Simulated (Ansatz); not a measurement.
## A run on Si

```yaml
crystal:
  lattice:
    - [-3.318, 3.318, 3.318]
    - [3.318, -3.318, 3.318]
    - [3.318, 3.318, -3.318]
  atoms:
    - { symbol: Si, position: [0.2031585433, 0.2031585433, 0.2031585433] }
    - { symbol: Si, position: [0.5, 0.0, 0.2968414567] }
    - { symbol: Si, position: [0.2968414567, 0.5, 0.0] }
    - { symbol: Si, position: [0.0, 0.2968414567, 0.5] }
    - { symbol: Si, position: [0.7968414567, 0.7968414567, 0.7968414567] }
    - { symbol: Si, position: [0.5, 0.0, 0.7031585433] }
    - { symbol: Si, position: [0.7031585433, 0.5, 0.0] }
    - { symbol: Si, position: [0.0, 0.7031585433, 0.5] }
kpoints:
  mp_grid: { grid: [6, 6, 6] }
scf:
  max_iter: 50
hamiltonian:
  xc: pbe
  pseudopotentials: { kind: paw }
output:
  forces: true
  stress: true
  populations: true
  efg: { contact_densities: true }
```

```sh
ansatz run input.yaml --threads 1 --pin off --max-ram 2560MiB --backend cpu --events-out ev --progress --plain --runs-dir out
```

Problem. What happens when this input is run?

Solution. The input was rejected before any iteration. The input holds no occupation method. The program says:

```
Error: YAML parse error: `scf.occupations.method` is required: fixed only where the cell keeps a band gap throughout the run, explicit beside scf.occupations.values (under evaluate: without them), else a smearing such as fermi_dirac (scf.occupations.width is optional; its entry in the input reference gives the default)
```

Against a sound input the change was `scf.occupations`: {method: fermi_dirac, width: 0.05} → not typed; `scf.max_iter`: not typed → 50.

With the sound settings the run converges and gives V_zz (10²¹ V/m²) Si -1.10 (η 0.00). These hold for the positions as typed, which a relaxation reached. With no gap above 0.1 eV, as in a metal, the gradients converge slowly in k; expect changes of a tenth or more on a denser mesh. Semilocal functionals make gaps too small and can close them, so the real compound need not be a metal.
